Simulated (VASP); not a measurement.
# GaN (P6_3/mmc) in VASP: notebook

Aim: see how the results for GaN move with the level of theory and the settings. Levels: PBE, r2SCAN. Tasks: single point.

Program: VASP 6.6.1. These are calculated values, not measurements. Logs are shortened: lines on timing, memory, paths and dates and some standing lists are left out, and cuts for length are marked.

## 1. The cell of the first run

The structure is hexagonal, space group P6_3/mmc (No. 194). Conventional cell: a = 3.259 Å, b = 3.259 Å, c = 4.864 Å, α = 90.00°, β = 90.00°, γ = 120.00°. Around Ga (site symmetry -6m2) lie 3 N at 1.88 Å. Around N (site symmetry -6m2) lie 3 Ga at 1.88 Å.

The cell was built by a generator and needn't be a form met in nature.

## 2. Single point, PBE (epitaxial_xy strain -1.2%)

Input file INCAR:

```
SYSTEM = GaN
ALGO = Normal
EDIFF = 1E-7
ENCUT = 520
GGA = PE
ISIF = 2
ISMEAR = -1
LASPH = .True.
LCHARG = .False.
LREAL = .False.
LWAVE = .False.
NBANDS = 26
NELM = 100
PREC = Accurate
SIGMA = 0.02
```

Input file KPOINTS:

```
k-points
0
Gamma
  12 12 6
  0 0 0
```

Input file POSCAR:

```
GaN
1.0
    3.2594442404      0.0000000000      0.0000000000
   -1.6297221202      2.8227615144      0.0000000000
    0.0000000000      0.0000000000      4.8643928554
Ga N
2 2
Direct
    0.3333333333      0.6666666667      0.2500000000
    0.6666666667      0.3333333333      0.7500000000
    0.6666666667      0.3333333333      0.2500000000
    0.3333333333      0.6666666667      0.7500000000
```

Potentials or basis: VASP PAW PBE potentials, release 64 (Ga_d, N).

The run is started by

```bash
$ cat potpaw_PBE.64/Ga_d/POTCAR potpaw_PBE.64/N/POTCAR > POTCAR
$ mpirun -np 1 vasp_std > vasp.out
```

OUTCAR:

```text
SYSTEM = GaN
   EDIFF = 1E-7
   ENCUT = 520
   GGA = PE
   ISIF = 2
   ISMEAR = -1
   LASPH = .True.
   LREAL = .False.
   NELM = 100
   PREC = Accurate

 ion  position               nearest neighbor table
   1  0.333  0.667  0.250-   3 1.88   3 1.88   3 1.88
   2  0.667  0.333  0.750-   4 1.88   4 1.88   4 1.88
   3  0.667  0.333  0.250-   1 1.88   1 1.88   1 1.88
   4  0.333  0.667  0.750-   2 1.88   2 1.88   2 1.88

  LATTYP: Found a hexagonal cell.
 ALAT       =     3.2594442404
 C/A-ratio  =     1.4923994695

  Lattice vectors:

 A1 = (   3.2594442404,   0.0000000000,   0.0000000000)
 A2 = (  -1.6297221202,   2.8227615144,   0.0000000000)
 A3 = (   0.0000000000,   0.0000000000,   4.8643928554)

Analysis of symmetry for initial positions (statically):
=====================================================================
 Subroutine PRICEL returns:
 Original cell was already a primitive cell.

 Routine SETGRP: Setting up the symmetry group for a
 hexagonal supercell.

 Subroutine GETGRP returns: Found 24 space group operations
 (whereof 12 operations were pure point group operations)
 out of a pool of 24 trial point group operations.

The static configuration has the point symmetry D_3d.
 The point group associated with its full space group is D_6h.

Analysis of symmetry for dynamics (positions and initial velocities):
=====================================================================
 Subroutine PRICEL returns:
 Original cell was already a primitive cell.

 Routine SETGRP: Setting up the symmetry group for a
 hexagonal supercell.

 Subroutine GETGRP returns: Found 24 space group operations
 (whereof 12 operations were pure point group operations)
 out of a pool of 24 trial point group operations.

The dynamic configuration has the point symmetry D_3d.
 The point group associated with its full space group is D_6h.

 Subroutine INISYM returns: Found 24 space group operations
 (whereof 12 operations are pure point group operations),
 and found     1 'primitive' translations

----------------------------------------------------------------------------------------

                                     Primitive cell

  volume of cell :      44.7555

  direct lattice vectors                    reciprocal lattice vectors
     3.259444240  0.000000000  0.000000000     0.306800769  0.177131507  0.000000000
    -1.629722120  2.822761514  0.000000000     0.000000000  0.354263013  0.000000000
     0.000000000  0.000000000  4.864392855     0.000000000  0.000000000  0.205575501

  length of vectors
     3.259444240  3.259444240  4.864392855     0.354263013  0.354263013  0.205575501

  position of ions in fractional coordinates (direct lattice)
     0.333333333  0.666666667  0.250000000
     0.666666667  0.333333333  0.750000000
     0.666666667  0.333333333  0.250000000
     0.333333333  0.666666667  0.750000000

  ion indices of the primitive-cell ions
   primitive index   ion index
                 1           1
                 2           2
                 3           3
                 4           4

----------------------------------------------------------------------------------------

 KPOINTS: k-points

Automatic generation of k-mesh.
 Grid dimensions read from file:
 generate k-points for:   12   12    6

 Generating k-lattice:

  Cartesian coordinates                     Fractional coordinates (reciprocal lattice)
     0.025566731  0.014760959  0.000000000     0.083333333  0.000000000  0.000000000
     0.000000000  0.029521918  0.000000000     0.000000000  0.083333333  0.000000000
     0.000000000  0.000000000  0.034262584     0.000000000  0.000000000  0.166666667

  Length of vectors
     0.029521918  0.029521918  0.034262584

  Shift w.r.t. Gamma in fractional coordinates (k-lattice)
     0.000000000  0.000000000  0.000000000

 Subroutine IBZKPT returns following result:
 ===========================================

 Found     76 irreducible k-points:

 Following reciprocal coordinates:
            Coordinates               Weight
  0.000000  0.000000  0.000000      1.000000
  0.083333  0.000000  0.000000      6.000000
  0.166667  0.000000  0.000000      6.000000
  0.250000  0.000000  0.000000      6.000000
  0.333333  0.000000  0.000000      6.000000
  0.416667  0.000000  0.000000      6.000000
[... 16 lines left out ...]
  0.250000  0.000000  0.166667     12.000000
  0.333333  0.000000  0.166667     12.000000
 [... further k-points ...]
   k-points           NKPTS =     76   k-points in BZ     NKDIM =     76   number of bands    NBANDS=     26
   number of dos      NEDOS =    301   number of ions     NIONS =      4
   total plane-waves  NPLWV =  20736
   dimension x,y,z NGX =    24 NGY =   24 NGZ =   36
   dimension x,y,z NGXF=    48 NGYF=   48 NGZF=   72
   ions per type =               2   2
   NGX,Y,Z   is equivalent  to a cutoff of  12.24, 12.24, 12.30 a.u.
   NGXF,Y,Z  is equivalent  to a cutoff of  24.48, 24.48, 24.61 a.u.
 SYSTEM =  GaN
   PREC   = accura    normal or accurate (medium, high low for compatibility)
   ISTART =      0    job   : 0-new  1-cont  2-samecut
   ICHARG =      2    charge: 1-file 2-atom 10-const
   ISPIN  =      1    spin polarized calculation?
   LNONCOLLINEAR =      F non collinear calculations
   LSORBIT =      F    spin-orbit coupling
   LASPH  =      T    aspherical Exc in radial PAW
   ENCUT  =  520.0 eV  38.22 Ry    6.18 a.u.   6.06  6.06  9.04*2*pi/ulx,y,z
   NELM   =    100;   NELMIN=  2; NELMDL= -5     # of ELM steps
   EDIFF  = 0.1E-06   stopping-criterion for ELM
   LREAL  =      F    real-space projection
   EDIFFG = 0.1E-05   stopping-criterion for IOM
   NSW    =      0    number of steps for IOM
   IBRION =     -1    ionic relax: 0-MD 1-quasi-New 2-CG
   NFREE  =      0    steps in history (QN), initial steepest desc. (CG)
   ISIF   =      2    stress and relaxation
   ISYM   =      2    0-nonsym 1-usesym 2-fastsym
   POTIM  = 0.5000    time-step for ionic-motion
   TEBEG  =    0.0;   TEEND  =   0.0 temperature during run
   PSTRESS=    0.0 pullay stress
   NELECT =      36.0000    total number of electrons
   NUPDOWN=      -1.0000    fix difference up-down
   EMIN   =  10.00;   EMAX   =-10.00  energy-range for DOS
   EFERMI =   0.00;   METHOD = LEGACY
   ISMEAR =    -1;   SIGMA  =   0.02  broadening in eV -4-tet -1-fermi 0-gaus
   EFERMI_NEDOS =   21; number of points for ismear=-14 and -15
   IALGO  =     38    algorithm
   IMIX   =      4    mixing-type and parameters
     AMIX     =   0.40;   BMIX     =  1.00
     AMIX_MAG =   1.60;   BMIX_MAG =  1.00
  volume/ion in A,a.u.               =      11.19        75.51
  Fermi-wavevector in a.u.,A,eV,Ry     =   1.522510  2.877127 31.538811  2.318037
  Thomas-Fermi vector in A             =   2.631080
   LORBIT       =      0    0 simple, 1 ext, 2 COOP (PROOUT), +10 PAW based schemes
   GGA     = PE    functional components
   LHFCALC =     F    Hartree Fock is set to
   AEXX    =    0.0000 exact exchange contribution
   IVDW    =     0    specifies the selected vdW correction
   LEPSILON=     F    determine dielectric tensor
   LRPA    =     F    only Hartree local field effects (RPA)
 non-spin polarized calculation
  energy-cutoff  :      520.00
  volume of cell :       44.76
 maximum number of plane-waves:      1236
   NGX = 13   NGY = 13   NGZ = 19

 number of electron      36.0000029 magnetization

 Free energy of the ion-electron system (eV)
  ---------------------------------------------------
  ext. energy  EPLUGINS =         0.00000000
  ---------------------------------------------------
  free energy    TOTEN  =       -23.32098572 eV

  energy without entropy =      -23.32098572  energy(sigma->0) =      -23.32098572

 E-fermi :   6.5424     XC(G=0): -11.8027

 val. band max:        6.1114642717   @ k =   0.0000   0.0000   0.0000
 cond. band min:       7.6905864852   @ k =   0.0000   0.0000   0.0000
 fundamental gap:      1.5791222135
 Fermi energy:         6.5424451406

 k-point     1 :       0.0000    0.0000    0.0000
  band No.  band energies     occupation
      1     -10.6782      2.00000
      2      -9.7755      2.00000
      3      -8.0576      2.00000
      4      -8.0576      2.00000
      5      -8.0497      2.00000
      6      -8.0497      2.00000
[... 18 lines left out ...]
     25      16.6451      0.00000
     26      18.2438      0.00000

 k-point     2 :       0.0833    0.0000    0.0000
  band No.  band energies     occupation
      1     -10.6059      2.00000
      2      -9.7459      2.00000
      3      -8.0608      2.00000
      4      -8.0430      2.00000
      5      -8.0392      2.00000
      6      -8.0324      2.00000
[... 18 lines left out ...]
     25      16.8988      0.00000
     26      17.6197      0.00000

 k-point     3 :       0.1667    0.0000    0.0000
  band No.  band energies     occupation
      1     -10.4055      2.00000
      2      -9.6698      2.00000
      3      -8.0569      2.00000
      4      -8.0177      2.00000
      5      -7.9893      2.00000
      6      -7.9835      2.00000
[... 18 lines left out ...]
     25      16.5145      0.00000
     26      17.6033      0.00000

 k-point     4 :       0.2500    0.0000    0.0000
  band No.  band energies     occupation
      1     -10.1303      2.00000
      2      -9.5783      2.00000
      3      -8.0290      2.00000
      4      -7.9633      2.00000
      5      -7.9223      2.00000
      6      -7.9118      2.00000
[... 18 lines left out ...]
     25      17.1617      0.00000
     26      18.6380      0.00000
[... 496 lines left out ...]
      1     -10.3259      2.00000
      2      -9.6830      2.00000
      3      -8.0587      2.00000
      4      -8.0242      2.00000
      5      -7.9973      2.00000
      6      -7.9889      2.00000
[... 18 lines left out ...]
     25      16.1390      0.00000
     26      17.2627      0.00000

 k-point    23 :       0.2500    0.0000    0.1667
  band No.  band energies     occupation
      1     -10.0613      2.00000
      2      -9.5813      2.00000
      3      -8.0307      2.00000
      4      -7.9747      2.00000
      5      -7.9337      2.00000
      6      -7.9200      2.00000
[... 18 lines left out ...]
     25      17.0630      0.00000
     26      18.1104      0.00000

 k-point    24 :       0.3333    0.0000    0.1667
  band No.  band energies     occupation
      1      -9.8111      2.00000
      2      -9.4985      2.00000
      3      -7.9960      2.00000
      4      -7.9377      2.00000
      5      -7.8919      2.00000
      6      -7.8902      2.00000
[... 18 lines left out ...]
     25      18.1478      0.00000
     26      18.6571      0.00000

 [... further k-points ...]
[... 5 lines left out ...]
  --------------------------------------------------------------------------------------
  -------------------------------------------------------------------------------------
  Total        3.4019752      3.4019752      1.3000746      0.0000000      0.0000000      0.0000000
  in kB      121.7854311    121.7854311     46.5406528      0.0000000      0.0000000      0.0000000
  external PRESSURE =      96.7038384 kB  Pullay stress =       0.0000000 kB

 VOLUME and BASIS-vectors are now :
 -----------------------------------------------------------------------------
  energy-cutoff  :      520.00
  volume of cell :       44.76
      direct lattice vectors                 reciprocal lattice vectors
     3.259444240  0.000000000  0.000000000     0.306800769  0.177131507  0.000000000
    -1.629722120  2.822761514  0.000000000     0.000000000  0.354263013  0.000000000
     0.000000000  0.000000000  4.864392855     0.000000000  0.000000000  0.205575501

 POSITION                                       TOTAL-FORCE (eV/Angst)
 -----------------------------------------------------------------------------------
     -0.00000      1.88184      1.21610         0.000000      0.000000      0.000000
      1.62972      0.94092      3.64829         0.000000     -0.000000      0.000000
      1.62972      0.94092      1.21610        -0.000000      0.000000      0.000000
     -0.00000      1.88184      3.64829         0.000000      0.000000      0.000000
 -----------------------------------------------------------------------------------
    total drift:                               -0.000000      0.000000      0.000000

  FREE ENERGIE OF THE ION-ELECTRON SYSTEM (eV)
  ---------------------------------------------------
  free  energy   TOTEN  =       -23.3209857158 eV

  energy  without entropy=      -23.3209857158  energy(sigma->0) =      -23.32098572
```

Run time: 29 s. Hardware: 1 thread of Intel Xeon 6975P-C (Granite Rapids), shared host; peak memory 0.2 GiB.

What came out:

| Quantity | Value |
| --- | --- |
| Free energy | -23.3210 eV |
| Pressure | 9.7 GPa |
| Band gap on the k mesh | 1.58 eV, direct |

## 3. Single point, r2SCAN (epitaxial_xy strain -1.2%)

POSCAR is that of step 2.

Input file INCAR.step1:

```
ALGO     = Normal         # electronic algorithm
EDIFF    = 1E-4           # SCF threshold, eV
ENCUT    = 520            # plane-wave cutoff, eV
GGA      = PE             # functional
ISMEAR   = 0              # smearing method
LASPH    = T              # aspherical terms in the spheres
LCHARG   = F              # write CHGCAR
LREAL    = F              # projectors in reciprocal space
LWAVE    = T              # write WAVECAR
NBANDS   = 26             # bands
NELM     = 100            # most SCF steps
PREC     = Accurate       # precision mode
SIGMA    = 0.01           # smearing width, eV
```

Input file INCAR.step2:

```
ALGO     = Normal         # electronic algorithm
EDIFF    = 1E-7           # SCF threshold, eV
ENCUT    = 520            # plane-wave cutoff, eV
ISIF     = 2              # what is computed and relaxed
ISMEAR   = 0              # smearing method
ISTART   = 1            
LASPH    = T              # aspherical terms in the spheres
LCHARG   = T              # write CHGCAR
LELF     = T              # ELF
LMIXTAU  = T            
LREAL    = F              # projectors in reciprocal space
LVHAR    = T            
LWAVE    = F              # write WAVECAR
METAGGA  = R2SCAN         # meta-GGA
NBANDS   = 26             # bands
NELM     = 100            # most SCF steps
PREC     = Accurate       # precision mode
SIGMA    = 0.01           # smearing width, eV
```

Input file KPOINTS:

```
k-points
0
Gamma
  12 12 6
```

Potentials or basis: VASP PAW PBE potentials, release 64 (Ga_d, N).

The run is started by

```bash
$ cat potpaw_PBE.64/Ga_d/POTCAR potpaw_PBE.64/N/POTCAR > POTCAR
$ cp INCAR.step1 INCAR
$ mpirun -np 1 vasp_std > vasp.out
$ cp INCAR.step2 INCAR
$ mpirun -np 1 vasp_std > vasp.out
```

Run time: 99 s. Hardware: 1 thread of Intel Xeon 6975P-C (Granite Rapids), shared host; peak memory 0.21 GiB.

The run converged. Its results:

```
Free energy            : -42.7944 eV
Pressure               : 4.6 GPa
Band gap on the k mesh : 2.00 eV, direct
```

Stress tensor (GPa, compression positive):
```
6.83 0.00 0.00
0.00 6.83 0.00
0.00 0.00 0.17
```

Levels at points of the mesh, in eV from the valence-band top:
```
           k point  band 15  band 16  band 17  band 18  band 19  band 20  band 21  band 22
(0.00, 0.00, 0.00)    -1.94    -0.89    -0.89     0.00     2.00     2.94     9.30     9.30
(0.50, 0.00, 0.00)    -3.98    -3.91    -2.30    -1.82     4.11     5.65     6.91     8.98
(0.00, 0.00, 0.50)    -1.41    -1.41    -1.41    -1.41     4.11     4.11     8.60     8.60
(0.50, 0.00, 0.50)    -3.19    -3.19    -1.24    -1.24     4.82     4.82     6.83     6.83
```

Caveat: the PAW data sets were made with another functional, which shifts forces and pressure a little.

## 4. Single point, PBE (uniaxial_x strain +1.6%)

Input file INCAR:

```
SYSTEM = GaN
ALGO = Fast
EDIFF = 1E-6
ENCUT = 520
GGA = PE
ISIF = 2
ISMEAR = -1
LASPH = .TRUE.
LCHARG = .FALSE.
LREAL = .FALSE.
LWAVE = .FALSE.
NBANDS = 26
NELM = 100
PREC = Accurate
SIGMA = 0.02
```

Input file KPOINTS:

```
k-points
0
G
  12 12 6
  0 0 0
```

Input file POSCAR:

```
GaN
1.0
    3.3525052180      0.0000000000      0.0000000000
   -1.6762526090      2.8579138548      0.0000000000
    0.0000000000      0.0000000000      4.7558752377
Ga N
2 2
Direct
    0.3328343405      0.6656686810      0.2500000000
    0.6671656595      0.3343313190      0.7500000000
    0.6683078147      0.3366156293      0.2500000000
    0.3316921853      0.6633843707      0.7500000000
```

The run is started by

```bash
$ cat potpaw_PBE.64/Ga_d/POTCAR potpaw_PBE.64/N/POTCAR > POTCAR
$ mpirun -np 1 vasp_std > vasp.out
```

Run time: 99 s. Hardware: 1 thread of Intel Xeon 6975P-C (Granite Rapids), shared host; peak memory 0.29 GiB.

It converged, with:

```yaml
Free_energy: -23.3742 eV
Pressure: 2.7 GPa
Largest_force: 0.006 eV/Å
Band_gap_on_the_k_mesh: 1.31 eV, direct
```

Forces on the atoms (eV/Å):
```
Ga   0.000 -0.005  0.000
Ga   0.000  0.005  0.000
N    0.000  0.006  0.000
N    0.000 -0.006  0.000
```

Stress tensor (GPa, compression positive):
```
0.87 0.00 0.00
0.00 4.00 0.00
0.00 0.00 3.19
```

Levels at points of the mesh, in eV from the valence-band top:
```
           k point  band 16  band 17  band 18  band 19  band 20  band 21
(0.00, 0.00, 0.00)    -0.99    -0.90     0.00     1.31     1.84     8.06
(0.50, 0.00, 0.00)    -3.93    -2.08    -1.96     3.29     4.95     6.68
(0.00, 0.50, 0.00)    -3.92    -2.21    -1.92     2.98     4.73     6.64
(0.00, 0.00, 0.50)    -1.59    -1.47    -1.47     3.43     3.43     7.78
(0.50, 0.00, 0.50)    -3.06    -1.15    -1.15     4.28     4.28     6.26
(0.00, 0.50, 0.50)    -3.22    -1.19    -1.19     4.19     4.19     6.19
```

## 5. The runs side by side

```csv
level,cell,smearing,gap on the mesh (eV),pressure (GPa)
PBE,epitaxial_xy strain -1.2%,fermi-dirac 0.02 eV,1.58,9.7
r2SCAN,epitaxial_xy strain -1.2%,gaussian 0.01 eV,2.00,4.6
PBE,uniaxial_x strain +1.6%,fermi-dirac 0.02 eV,1.31,2.7
```

Alike in all rows: task single point; potentials or basis VASP PAW PBE potentials, release 64 (Ga_d, N); no spin polarisation; k mesh 12 × 12 × 6; cutoff (eV) 520.

Caveats: the PAW data sets were made with another functional, which shifts forces and pressure a little (some runs).

Total energies depend on the potentials used, so only differences within one code and one set of settings carry meaning.
